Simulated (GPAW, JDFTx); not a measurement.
Given: the input of a run of JDFTx 1.7.0 (patched build) on GaAs. 

Contents of GaAs.in:

```
lattice \
    0.0000000000     5.3419722954     5.3419722954 \
    5.3419722954     0.0000000000     5.3419722954 \
    5.3419722954     5.3419722954     0.0000000000
coords-type Cartesian
ion As     8.0129584431     8.0129584431     8.0129584431 1
ion Ga     0.0000000000     0.0000000000     0.0000000000 1

ion-species pseudo/As.upf
ion-species pseudo/Ga.upf
elec-cutoff 40 320
elec-ex-corr lda-PW
kpoint-folding 8 8 8
elec-smearing Gauss 0.00091873305
elec-n-bands 21
electronic-SCF nIterations 100 energyDiffThreshold 1e-09
electronic-minimize nIterations 30 energyDiffThreshold 1e-7
converge-empty-states yes
forces-output-coords Cartesian

dump-name run.$VAR
dump End Ecomponents EigStats BandEigs Kpoints Forces Stress
```

Potentials or basis: PseudoDojo-SR-LDA-0.4.1-standard with smoothed tails.

The run is started by

```console
$ jdftx -c 1 -i GaAs.in -o GaAs.out
```

Translate it to GPAW 26.7.0 (ASE script). Potentials or basis there: the program's PAW data sets (release 1.2.1) made for this functional, cutoff 600 eV.

As run (cutoffs and basis follow the program's own potentials, and thresholds, step limits or extra output files can differ):

Contents of run.py:

```python
from ase.dft.bandgap import bandgap
from ase.io import read, write
from ase.units import GPa
from gpaw import GPAW, PW

atoms = read('GaAs.xyz')

calc = GPAW(mode=PW(600),
            xc='LDA',
            kpts={'size': (8, 8, 8), 'gamma': True},
            occupations={'name': 'methfessel-paxton', 'order': 0, 'width': 0.05},
            nbands=11,
            convergence={'density': 1e-05, 'energy': 1e-05},
            maxiter=150,
            txt='gpaw.txt')
atoms.calc = calc
energy = atoms.get_potential_energy()
forces = atoms.get_forces()
stress = atoms.get_stress()
calc.write('gs.gpw')
write('result.traj', atoms)
print(f'Energy: {energy:.6f} eV')
print('Forces (eV/A):')
print(forces.round(4))
print('Stress (GPa):', (stress / GPa).round(3))
print('Fermi level:', round(calc.get_fermi_level(), 4), 'eV')
print(f'Gap: {bandgap(calc)[0]:.4f} eV, direct: {bandgap(calc, direct=True)[0]:.4f} eV')
```

Contents of GaAs.xyz:

```xyz
2
Lattice="0.0000000000 2.8268500000 2.8268500000 2.8268500000 0.0000000000 2.8268500000 2.8268500000 2.8268500000 0.0000000000" Properties=species:S:1:pos:R:3 pbc="T T T"
As     4.2402750000      4.2402750000      4.2402750000
Ga     0.0000000000      0.0000000000      0.0000000000
```

Potentials or basis: the program's PAW data sets (release 1.2.1) made for this functional, pw.

The run is started by

```bash
$ OMP_NUM_THREADS=1 python run.py
```

Both were run:

|  | JDFTx | GPAW |
| --- | --- | --- |
| Pressure | -2.1 GPa | -0.9 GPa |

The potentials hold 28 and 8 valence electrons a cell.

The two programs' LDA may be different fits to the electron gas.

Pressure is positive in compression.
